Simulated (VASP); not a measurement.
A calculation with VASP 6.6.1 of I (ASE script, structure typed inline):

File run.py:

```python
from ase import Atoms
from ase.calculators.vasp import Vasp
from ase.dft.bandgap import bandgap

atoms = Atoms(
    ['I'],
    cell=[[-2.0893754423, 2.0893754423, 2.0893754423], [2.0893754423, -2.0893754423, 2.0893754423], [2.0893754423, 2.0893754423, -2.0893754423]],
    scaled_positions=[[0.0, 0.0, 0.0]],
    pbc=True,
)
calc = Vasp(
    directory='calc',
    xc='pbesol',
    pp='PBE',
    setups='gw',
    prec='Accurate',
    encut=550,
    ediff=1e-07,
    ismear=0,
    sigma=0.1,
    lreal=False,
    lasph=True,
    nelm=80,
    algo='Normal',
    isif=2,
    lwave=False,
    lcharg=False,
    kpts=[9, 9, 9],
    gamma=True,
)
atoms.calc = calc

print('energy (eV):', atoms.get_potential_energy())
print('free energy (eV):', atoms.get_potential_energy(force_consistent=True))
print('forces (eV/A):')
print(atoms.get_forces())
print('stress (eV/A^3, Voigt):', atoms.get_stress())
print('Fermi level (eV):', calc.get_fermi_level())
gap, top, bottom = bandgap(calc)
print('band gap (eV):', gap, 'from (spin, k, band)', top, 'to', bottom)
```

Potentials or basis: VASP PAW PBE potentials, release 64 (I_GW).

The run is started by

```console
$ python run.py
```

The real solid is made of molecules; this cell is a model form.

Task: Write the same calculation in another form: native input, structure from a POSCAR.

Result: As run:

File INCAR:

```
ALGO = Fast
EDIFF = 1E-6
ENCUT = 550
GGA = PS
ISIF = 2
ISMEAR = 0
LASPH = True
LCHARG = False
LREAL = False
LWAVE = False
NBANDS = 10
NELM = 60
PREC = Accurate
SIGMA = 0.1
```

The input KPOINTS:

```
k-points
0
Gamma
  9 9 9
```

POSCAR

```
I
1.0
   -2.0893754423      2.0893754423      2.0893754423
    2.0893754423     -2.0893754423      2.0893754423
    2.0893754423      2.0893754423     -2.0893754423
I
1
Cartesian
    0.0000000000      0.0000000000      0.0000000000
```

Potentials or basis: VASP PAW PBE potentials, release 64 (I_GW).

Launch:

```bash
$ cat potpaw_PBE.64/I_GW/POTCAR > POTCAR
$ mpirun -np 1 vasp_std > vasp.out
```

Both were run:

|  | ASE script, structure typed inline | native input, structure from a POSCAR |
| --- | --- | --- |
| Pressure | -2.6 GPa | -2.6 GPa |
| Band gap on the k mesh | none (metal or under the smearing width) | none (metal or under the smearing width) |

Keys that steer only the numerical path or the files written may differ.

Caveat: the PAW data sets were made with another functional, which shifts forces and pressure a little; an odd number of electrons without spin polarisation forces a metal; a magnetic or distorted state may lie lower.
